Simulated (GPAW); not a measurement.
**CuO in GPAW: the effect of potentials**

CuO:

```
CELL_PARAMETERS angstrom
3.17550 0.00000 0.00000
0.00000 3.17550 0.00000
0.00000 0.00000 4.64953
ATOMIC_POSITIONS crystal
Cu 0.00000 0.00000 0.00000
Cu 0.50000 0.50000 0.00000
O 0.50000 0.00000 0.26700
O 0.00000 0.50000 0.73300
```

The cell was built by a generator and needn't be a form met in nature.

Alike in all runs:

| Item | Value |
| --- | --- |
| Program | GPAW 26.7.0 |
| Task | single point |
| Functional | PBE |
| Basis | pw |
| k mesh | 8 × 8 × 6 |
| Occupations | fermi-dirac, width 0.05 eV |
| Spin | no spin polarisation |

| potentials | cutoff | pressure (GPa) | largest force (eV/Å) |
| --- | --- | --- | --- |
| GPAW stock | 800 eV | 18.6 | 0.66 |
| PAW data sets made by gpaw-setup for the functional | 800 eV | 18.6 | 0.66 |
| JTH PAW 2.0 | 800 eV | 16.6 | 0.86 |
| SG15 ONCV 1.2 | 1100 eV | ? | ? |

Question: What does the run with potentials SG15 ONCV 1.2 give?

Answer: Pressure 16.8 GPa; largest force 0.90 eV/Å.

Caveats: the run has no spin polarisation, though such a crystal can be magnetic; with this Cu data set, volumes or pressures lay over 1.5 % or 2 GPa off other programs in two to four cells of ten (some runs); the program truncates these outside data sets (some runs).

The runs don't all hold the same shells in valence.
